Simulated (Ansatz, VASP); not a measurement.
# Ge: VASP beside Ansatz

```
CELL_PARAMETERS angstrom
1.39715 -2.60052 0.00000
1.39715 2.60052 0.00000
0.00000 0.00000 2.69823
ATOMIC_POSITIONS crystal
Ge 0.50000 0.50000 0.00000
```

Alike in both runs: functional LDA; k mesh 11 × 11 × 10; occupations fermi-dirac, width 0.05 eV; no spin polarisation.

|  | VASP | Ansatz |
| --- | --- | --- |
| version | VASP 6.6.1 | Ansatz 0.2.0 |
| potentials or method | VASP PAW LDA potentials, release 64 (Ge_d), cutoff 520 eV | all-electron LAPW, scalar-relativistic |
| task | single point | band structure |

|  | VASP | Ansatz | Ansatz less VASP |
| --- | --- | --- | --- |
| gap on the k mesh at the Fermi level (eV) | none | none | - |
| pressure (GPa) | -5.7 | -5.6 | +0.12 |
| largest component of the traceless stress (GPa) | 1.62 | 1.63 | +0.012 |

A gap of «none» marks a metal or a gap that the smearing closes. Ansatz ran all-electron here, so the differences hold the error of VASP's frozen core and of both bases.
